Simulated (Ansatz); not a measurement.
Write the native input for Ansatz 0.2.0 that does the following.

```yaml
Task: single point
Functional: r2SCAN
Potentials_or_basis: Ansatz PAW
Cutoff: "500 eV (not typed: the program's choice for these potentials)"
k_mesh: 7 × 7 × 7
Occupations: gaussian, width 0.05 eV
Spin: non-collinear spin, random start, spin-orbit coupling
Starting_moments: "[[0.198, 0.134, 0.242], [-0.0, 0.0, -0.0]] μB"
Hubbard_terms: Ta d U = 5 eV
Hubbard_projectors: ortho-atomic (the default)
Double_counting: fll (the default)
```

TaN:

```
CELL_PARAMETERS angstrom
0.00000 2.49114 2.49114
2.49114 0.00000 2.49114
2.49114 2.49114 0.00000
ATOMIC_POSITIONS crystal
Ta 0.00000 0.00000 0.00000
N 0.25000 0.25000 0.25000
```

The cell comes from a database or a generator and needn't be the stable form of this composition.

These files were run (other wordings do the same):

input.yaml

```yaml
crystal:
  lattice:
    - [0.0, 2.49114377, 2.49114377]
    - [2.49114377, 0.0, 2.49114377]
    - [2.49114377, 2.49114377, 0.0]
  atoms:
    - { symbol: Ta, position: [0.0, 0.0, 0.0], spin: 0.34, spin_axis: [0.198, 0.134, 0.242] }
    - { symbol: "N", position: [0.25, 0.25, 0.25] }
hamiltonian:
  xc: r2scan
  pseudopotentials: { kind: paw_fr }
  hubbard: { sites: [{ species: Ta, l: d, u_eff: 5.0 }] }
magnetization:
  noncollinear: true
  spin_orbit: true
kpoints:
  mp_grid: { grid: [7, 7, 7] }
scf:
  occupations: { method: gaussian, width: 0.05 }
output:
  forces: true
  stress: true
  eigenvalues: true
```

Potentials or basis: Ansatz PAW.

Run with:

```console
$ ansatz run input.yaml --threads 2 --pin off --max-ram 5632MiB --backend cpu --events-out ev --progress --plain --runs-dir out
```

Results of the run:

- Pressure: -14.8 GPa
- Band gap on the k mesh: none (metal or under the smearing width)

Caveat: moments are unreliable in this version under spin-orbit coupling with a hybrid or U, so they aren't listed; the magnetic or orbital state may not be the lowest; the PAW data sets come from PBE, with cores solved anew for the run's functional, which leaves a small shift of forces and pressure.

Run time: 11 min on 2 threads of Arm Neoverse V1 (shared host), peak memory 1.3 GiB.
